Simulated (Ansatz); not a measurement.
**NaH: a sweep of one setting**

```xyz
2
Lattice="0.0000 2.4400 2.4400 2.4400 0.0000 2.4400 2.4400 2.4400 0.0000" Properties=species:S:1:pos:R:3 pbc="T T T"
Na    0.0000    0.0000    0.0000
H     2.4400    2.4400    2.4400
```

Atoms are numbered in the order listed.

The conventional cell has a = 4.880 Å, b = 4.880 Å, c = 4.880 Å, α = 90.00°, β = 90.00°, γ = 90.00°. Around Na (atom 1) lie 6 H at 2.44 Å. H (atom 2) has 6 Na at 2.44 Å as nearest neighbours.

The cell is COD entry 9008680, as deposited and not checked against the literature; nothing was relaxed.

All numbers below come from DFT, PBE, all-electron LAPW, scalar-relativistic (Ansatz 0.2.0).

Settings: a Γ-centred 9×9×9 k mesh, Fermi–Dirac smearing of 0.02 eV, basis error target 0.25 meV/atom, no spin polarisation. One setting is then changed at a time.

```csv
k mesh,free energy less the base's (meV/atom),P (GPa),gap on the mesh (eV),cutoff chosen (eV)
9×9×9 (base),0.0,-0.64,4.011,185
3×3×3,-7.1,-0.70,?,185
4×4×4,0.0,-0.64,3.715,185
7×7×7,0.0,-0.64,?,185
13×13×13,0.0,-0.64,3.864,185
```

**Question.** Fill in "gap on the mesh (eV)" for the row "7×7×7".

**Answer.** 4.183.

**Question.** Give the missing entry: row "3×3×3", column "gap on the mesh (eV)".

**Answer.** 5.757.
